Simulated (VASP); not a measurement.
# MnSb (P6_3/mmc) in VASP: band structure with PBE

Aim: the band structure of MnSb with PBE.

All numbers are computed with VASP 6.6.1; they aren't measurements. Logs are shortened: lines on timing, memory, paths and dates and some standing lists are left out, and cuts for length are marked.

**1. The crystal as given**

The structure is hexagonal, space group P6_3/mmc (No. 194). Conventional cell: a = 4.096 Å, b = 4.096 Å, c = 5.599 Å, α = 90.00°, β = 90.00°, γ = 120.00°. Mn (site symmetry -3m) has 6 Sb at 2.75 Å and 2 Mn at 2.80 Å as nearest neighbours. Sb (site symmetry -6m2) has 6 Mn at 2.75 Å as nearest neighbours.

**2. Band structure, PBE, collinear spin, ferromagnetic start**

File INCAR:

```
PREC = Accurate
ENCUT = 520
EDIFF = 1E-7
ISMEAR = 1
SIGMA = 0.2
LREAL = F
LASPH = T
NELM = 100
ALGO = Fast
ISIF = 2
LWAVE = F
LCHARG = F
ISPIN = 2
MAGMOM = 3.5 3.5 0 0
LORBIT = 11
LMAXMIX = 4
GGA = PE
```

File KPOINTS:

```
regular mesh
0
Gamma
  12 12 8
```

File POSCAR:

```
MnSb                                    
1.0
    4.0957654799      0.0000000000      0.0000000000
   -2.0478827399      3.5470369577      0.0000000000
    0.0000000000      0.0000000000      5.5986926114
  Mn              Sb            
     2     2
Direct
     0.0000000000000000    0.0000000000000000    0.0000000000000000
     0.0000000000000000    0.0000000000000000    0.5000000000000000
     0.3333333300000021    0.6666666699999979    0.2500000000000000
     0.6666666699999979    0.3333333300000021    0.7500000000000000
```

File KPOINTS_OPT:

```
path GMKGALHA,LM,KH
20
line-mode
reciprocal
 0.0000000000  0.0000000000  0.0000000000  G
 0.5000000000  0.0000000000  0.0000000000  M

 0.5000000000  0.0000000000  0.0000000000  M
 0.3333333333  0.3333333333  0.0000000000  K

 0.3333333333  0.3333333333  0.0000000000  K
 0.0000000000  0.0000000000  0.0000000000  G

 0.0000000000  0.0000000000  0.0000000000  G
 0.0000000000  0.0000000000  0.5000000000  A

 0.0000000000  0.0000000000  0.5000000000  A
 0.5000000000  0.0000000000  0.5000000000  L

 0.5000000000  0.0000000000  0.5000000000  L
 0.3333333333  0.3333333333  0.5000000000  H

 0.3333333333  0.3333333333  0.5000000000  H
 0.0000000000  0.0000000000  0.5000000000  A

 0.5000000000  0.0000000000  0.5000000000  L
 0.5000000000  0.0000000000  0.0000000000  M

 0.3333333333  0.3333333333  0.0000000000  K
 0.3333333333  0.3333333333  0.5000000000  H
```

Potentials or basis: VASP PAW PBE potentials, release 64 (Mn_pv, Sb).

Command:

```sh
$ cat potpaw_PBE.64/Mn_pv/POTCAR potpaw_PBE.64/Sb/POTCAR > POTCAR
$ mpirun -np 1 vasp_std > vasp.out
```

OUTCAR:

```text
PREC = Accurate
   ENCUT = 520
   EDIFF = 1E-7
   ISMEAR = 1
   LREAL = F
   LASPH = T
   NELM = 100
   ISIF = 2
   ISPIN = 2
   LORBIT = 11
   GGA = PE

 ion  position               nearest neighbor table
   1  0.000  0.000  0.000-   3 2.75   4 2.75   4 2.75   3 2.75   4 2.75   3 2.75   2 2.80   2 2.80

   2  0.000  0.000  0.500-   3 2.75   4 2.75   4 2.75   3 2.75   4 2.75   3 2.75   1 2.80   1 2.80

   3  0.333  0.667  0.250-   1 2.75   2 2.75   1 2.75   2 2.75   1 2.75   2 2.75   4 3.66   4 3.66
                             4 3.66   4 3.66   4 3.66   4 3.66
   4  0.667  0.333  0.750-   1 2.75   2 2.75   1 2.75   2 2.75   1 2.75   2 2.75   3 3.66   3 3.66
                             3 3.66   3 3.66   3 3.66   3 3.66

  LATTYP: Found a hexagonal cell.
 ALAT       =     4.0957654799
 C/A-ratio  =     1.3669465791

  Lattice vectors:

 A1 = (   4.0957654799,   0.0000000000,   0.0000000000)
 A2 = (  -2.0478827399,   3.5470369577,   0.0000000000)
 A3 = (   0.0000000000,   0.0000000000,   5.5986926114)

Analysis of symmetry for initial positions (statically):
=====================================================================
 Subroutine PRICEL returns:
 Original cell was already a primitive cell.

 Routine SETGRP: Setting up the symmetry group for a
 hexagonal supercell.

 Subroutine GETGRP returns: Found 24 space group operations
 (whereof 12 operations were pure point group operations)
 out of a pool of 24 trial point group operations.

The static configuration has the point symmetry D_3d.
 The point group associated with its full space group is D_6h.

Analysis of symmetry for dynamics (positions and initial velocities):
=====================================================================
 Subroutine PRICEL returns:
 Original cell was already a primitive cell.

 Routine SETGRP: Setting up the symmetry group for a
 hexagonal supercell.

 Subroutine GETGRP returns: Found 24 space group operations
 (whereof 12 operations were pure point group operations)
 out of a pool of 24 trial point group operations.

The dynamic configuration has the point symmetry D_3d.
 The point group associated with its full space group is D_6h.

Analysis of structural, dynamic, and magnetic symmetry:
=====================================================================
 Subroutine PRICEL returns:
 Original cell was already a primitive cell.

 Routine SETGRP: Setting up the symmetry group for a
 hexagonal supercell.

[... 131 lines left out ...]
  Fermi-wavevector in a.u.,A,eV,Ry     =   1.247613  2.357647 21.177985  1.556538
  Thomas-Fermi vector in A             =   2.381737
   LORBIT       =     11    0 simple, 1 ext, 2 COOP (PROOUT), +10 PAW based schemes
   GGA     = PE    functional components
   LHFCALC =     F    Hartree Fock is set to
   AEXX    =    0.0000 exact exchange contribution
   IVDW    =     0    specifies the selected vdW correction
   LEPSILON=     F    determine dielectric tensor
   LRPA    =     F    only Hartree local field effects (RPA)
 spin polarized calculation
 RMM-DIIS sequential band-by-band and
 Methfessel and Paxton  Order N= 1 SIGMA  =   0.20
  energy-cutoff  :      520.00
  volume of cell :       81.34
 maximum number of plane-waves:      2223
   NGX = 15   NGY = 15   NGZ = 21

 number of electron      36.0000037 magnetization       6.4000030

 Free energy of the ion-electron system (eV)
  ---------------------------------------------------
  ext. energy  EPLUGINS =         0.00000000
  ---------------------------------------------------
  free energy    TOTEN  =       -26.37082523 eV

  energy without entropy =      -26.37351735  energy(sigma->0) =      -26.37172260

 E-fermi :   8.3581     XC(G=0): -10.8857

 val. band max:        8.3514103894   @ k =   0.4167   0.1667   0.2500
 cond. band min:       8.3590643231   @ k =   0.1667   0.0833   0.3750
 fundamental gap:      0.0076539337
 Fermi energy:         8.3580989365

 spin component 1

 k-point     1 :       0.0000    0.0000    0.0000
  band No.  band energies     occupation
      1     -41.5107      1.00000
      2     -41.5107      1.00000
      3     -41.4997      1.00000
      4     -41.4997      1.00000
      5     -41.2447      1.00000
      6     -41.1314      1.00000
[... 685 lines left out ...]
     25      12.2326     -0.00000
     26      12.6037      0.00000

 [... further k-points ...]

 spin component 2

 k-point     1 :       0.0000    0.0000    0.0000
  band No.  band energies     occupation
      1     -38.0411      1.00000
      2     -38.0411      1.00000
      3     -38.0279      1.00000
      4     -38.0279      1.00000
      5     -37.9800      1.00000
      6     -37.8474      1.00000
[... 685 lines left out ...]
     25      12.8413      0.00000
     26      13.5118      0.00000

 [... further k-points ...]
[... 5 lines left out ...]
  --------------------------------------------------------------------------------------
  -------------------------------------------------------------------------------------
  Total        0.0015878      0.0015878     -0.0004777      0.0000000      0.0000000      0.0000000
  in kB        0.0312775      0.0312775     -0.0094097      0.0000000      0.0000000      0.0000000
  external PRESSURE =       0.0177151 kB  Pullay stress =       0.0000000 kB

 VOLUME and BASIS-vectors are now :
 -----------------------------------------------------------------------------
  energy-cutoff  :      520.00
  volume of cell :       81.34
      direct lattice vectors                 reciprocal lattice vectors
     4.095765480  0.000000000  0.000000000     0.244154604  0.140962726  0.000000000
    -2.047882740  3.547036958  0.000000000     0.000000000  0.281925453  0.000000000
     0.000000000  0.000000000  5.598692611     0.000000000  0.000000000  0.178613128

 POSITION                                       TOTAL-FORCE (eV/Angst)
 -----------------------------------------------------------------------------------
      0.00000      0.00000      0.00000        -0.000000     -0.000000     -0.000000
      0.00000      0.00000      2.79935        -0.000000     -0.000000     -0.000000
     -0.00000      2.36469      1.39967         0.000000     -0.000000      0.000000
      2.04788      1.18235      4.19902         0.000000      0.000000      0.000000
 -----------------------------------------------------------------------------------
    total drift:                                0.000000     -0.000000      0.000000

  FREE ENERGIE OF THE ION-ELECTRON SYSTEM (eV)
  ---------------------------------------------------
  free  energy   TOTEN  =       -26.3708252268 eV

  energy  without entropy=      -26.3735173515  energy(sigma->0) =      -26.37172260

 total charge

# of ion       s       p       d       tot
------------------------------------------
    1        0.284   6.231   5.071  11.586
    2        0.284   6.231   5.071  11.586
    3        1.134   1.286   0.049   2.468
    4        1.134   1.286   0.049   2.468
--------------------------------------------------
tot          2.836  15.034  10.238  28.109

 magnetization (x)

# of ion       s       p       d       tot
------------------------------------------
    1        0.034   0.028   3.178   3.240
    2        0.034   0.028   3.178   3.240
    3        0.006  -0.135   0.007  -0.123
    4        0.006  -0.135   0.007  -0.123
--------------------------------------------------
tot          0.079  -0.214   6.370   6.235
```

stdout:

```text
POSCAR found type information on POSCAR MnSb
 POSCAR found :  2 types and       4 ions
 scaLAPACK will be used
 LDA part: xc-table for (Slater+PW92), standard interpolation
 POSCAR, INCAR and KPOINTS ok, starting setup
 FFT: planning ... GRIDC
 FFT: planning ... GRID_SOFT
 FFT: planning ... GRID
 WAVECAR not read
 entering main loop
 Start KPOINTS_OPT (optional k-point list driver)
k-point batch [1-95\180]
k-point batch [96-180\180]
```

Wall time 12 min (1 thread of Intel Xeon Platinum 8259CL at 2.50GHz (Skylake/Cascade Lake), shared host); peak memory 0.61 GiB.

Results:

| Item | Value |
| --- | --- |
| Free energy | -26.3708 eV |
| Pressure | 0.0 GPa |
| Band gap along the path | none (metal or under the smearing width) |
| Net moment | 6.40 μB per cell |
| Site moments | Mn +3.24; Sb -0.12 μB |
| Valence electrons inside the program's atomic spheres | Mn 11.59; Sb 2.47 |

Caveat: spin-orbit coupling is left out, which moves the levels of the heavy elements; only a ferromagnetic start was run, and an antiferromagnetic order may lie lower in energy.
